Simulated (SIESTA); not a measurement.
**Br: single point with PBE**

Br:

```
CELL_PARAMETERS angstrom
3.36325 -2.32255 0.00000
3.36325 2.32255 0.00000
0.00000 0.00000 8.70230
ATOMIC_POSITIONS crystal
Br 0.36210 0.64457 0.38555
Br 0.13829 0.86548 0.88671
Br 0.62662 0.35413 0.61351
Br 0.86227 0.12977 0.10185
```

The cell isn't the ideal one: atoms moved at random, drawn with an rms of 0.05 Å.

- Program: SIESTA 5.4.2
- Task: single point
- Functional: PBE
- Potentials or basis: PseudoDojo 0.4 standard (PBE files)
- Basis: DZP (energy shift 0.003 Ry)
- Grid cutoff: 500 Ry
- Energy shift: 0.003 Ry
- k mesh: 7 × 7 × 3
- Occupations: fermi-dirac, width 0.05 eV
- Spin: no spin polarisation

```
Pressure               : 1.5 GPa
Largest force          : 2.028 eV/Å
Band gap on the k mesh : 1.62 eV, indirect (least direct gap 1.65 eV)
```

Forces on the atoms (eV/Å):
```
Br  -0.042  0.165 -0.342
Br  -0.014 -1.029 -1.699
Br   0.051 -0.163  0.293
Br   0.005  1.027  1.749
```

Stress tensor (GPa, compression positive):
```
 0.34 -0.04 -0.08
-0.04  0.94  2.08
-0.08  2.08  3.19
```

Levels at points of the mesh, in eV from the valence-band top:
```
           k point  band 12  band 13  band 14  band 15  band 16  band 17
(0.00, 0.00, 0.00)    -0.38    -0.10    -0.02     1.66     2.47     8.18
```

Run time: 15 s on 1 thread of Arm Neoverse V1, with other jobs on the host, peak memory 0.23 GiB.

Caveat: an odd mesh through Γ misses points on the zone boundary, where band edges often lie; the basis of atomic orbitals isn't converged, which shifts pressures, moduli and gaps.
